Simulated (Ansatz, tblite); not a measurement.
## A script for Li₂Se (GFN2-xTB)

These are simulated results from tblite 0.8.0, not measurements. The cell began as a measured structure and was relaxed with r2SCAN in plane waves (Ansatz 0.2.0). All runs are without spin polarisation.

The symmetry is Fm-3m (No. 225, cubic); a = 5.987 Å in the conventional setting, 17.88 Å³ an atom. Around Li lie 4 Se at 2.59 Å; around Se lie 8 Li at 2.59 Å.

tblite solves periodic systems at the zone centre alone, so the script builds a cluster of 2×2×2 conventional cells (96 atoms), which folds in a coarse mesh of k points.

The script, run.py:

```python
import json
from ase import Atoms
from ase.build import make_supercell
from ase.units import Bohr, GPa, Hartree
from tblite.interface import Calculator

atoms = Atoms(['Li', 'Li', 'Se'],
              cell=[[0.0, 2.99345887, 2.99345887], [2.99345887, 0.0, 2.99345887], [2.99345887, 2.99345887, 0.0]],
              scaled_positions=[[0.25, 0.25, 0.25], [0.75, 0.75, 0.75], [0.0, 0.0, 0.0]],
              pbc=True)
cluster = make_supercell(atoms, [[-2, 2, 2], [2, -2, 2], [2, 2, -2]])
calc = Calculator('GFN2-xTB', cluster.numbers, cluster.positions / Bohr, lattice=cluster.cell[:] / Bohr, periodic=cluster.pbc)
calc.set('temperature', 0.02 / Hartree)
calc.set('max-iter', 150)
res = calc.singlepoint()
levels = res.get('orbital-energies') * Hartree
nv = round(res.get('orbital-occupations').sum() / 2)
cells = len(cluster) // len(atoms)
out = {'energy_per_cell': res.get('energy') * Hartree / cells, 'homo': levels[nv - 1], 'lumo': levels[nv],
       'stress': (-res.get('virial') * Hartree / cluster.get_volume() / GPa).tolist(), 'charges': res.get('charges')[:len(atoms)].tolist(), 'electrons': 2 * nv / cells}
json.dump(out, open('results.json', 'w'))
for key, value in out.items():
    print(key, value)
```

Command: `python run.py`. It took 10 s on 1 thread of Arm Neoverse V1 (shared host), peak memory 0.13 GiB.

The log:

```
------------------------------------------------------------
  cycle        total energy    energy error   density error
------------------------------------------------------------
      1     -122.7293414737  -1.2334148E+02   3.2920988E-01
      2     -123.1403650737  -4.1102360E-01   1.7033562E-01
      3     -123.4533058179  -3.1294074E-01   2.6500082E-02
      4     -123.4688968614  -1.5591044E-02   1.4628373E-02
      5     -123.4747768912  -5.8800298E-03   6.9559170E-03
      6     -123.4764593061  -1.6824149E-03   9.2681881E-04
      7     -123.4764522975   7.0086321E-06   7.2578722E-04
      8     -123.4764652096  -1.2912124E-05   3.4936746E-04
      9     -123.4764689418  -3.7322292E-06   4.8840062E-06
     10     -123.4764689423  -4.6173909E-10   3.8725795E-07
------------------------------------------------------------

 total:                                   9.354 sec
energy_per_cell -104.99893316607734
homo -11.766024955834698
lumo -8.886635155791675
stress [[1.0367862843572144, -7.194919914947549e-05, -7.194919914322253e-05], [-7.194919914944288e-05, 1.0367862843568145, -7.194919908129326e-05], [-7.194919914320888e-05, -7.194919908126325e-05, 1.03678628435637]]
charges [0.6458080254447732, 0.6457649565200703, -1.2914052641901328]
electrons 8.0
```

The cycle table is in hartree for the whole cluster, and the lines after it are in eV (the energy for one cell). The printed stress is in GPa and positive in compression, and the pressure is its mean diagonal.

GFN2-xTB gives a gap of 2.88 eV. On the same cell, plane-wave PBE (Ansatz, 8×8×8 k points and the special points) gives a gap of 2.97 eV and r2SCAN a gap of 3.48 eV; on shared hosts these took about 2 and 5.1 core-seconds on the 3-atom cell, against 10 for the script. Semilocal gaps usually lie below measured ones. xTB was fitted to molecules, so gaps, charges and pressures of solids can be far off, and the gap also depends on the size of the cluster.

The same script was run on cells scaled at fixed shape and fractional coordinates:

```json
{"volume (Å³/atom)": "15.74", "energy (meV/atom)": "41.5", "pressure (GPa, positive in compression)": "5.85", "gap (eV)": "3.74"}
{"volume (Å³/atom)": "16.81", "energy (meV/atom)": "12.9", "pressure (GPa, positive in compression)": "2.92", "gap (eV)": "3.26"}
{"volume (Å³/atom)": "17.88", "energy (meV/atom)": "0.0", "pressure (GPa, positive in compression)": "1.04", "gap (eV)": "2.88"}
{"volume (Å³/atom)": "18.96", "energy (meV/atom)": "-2.8", "pressure (GPa, positive in compression)": "0.03", "gap (eV)": "2.58"}
{"volume (Å³/atom)": "20.03", "energy (meV/atom)": "0.5", "pressure (GPa, positive in compression)": "-0.83", "gap (eV)": "2.34"}
```

A Birch-Murnaghan fit puts the minimum at 18.83 Å³/atom, 5.3 % above the given cell, with a bulk modulus of 17 GPa at fixed shape.

xTB was fitted mostly to molecules, and a small cluster samples few k points, so gaps, pressures and kinks along a curve can be far from a solid's.

The runs are scalar-relativistic, without spin-orbit coupling.
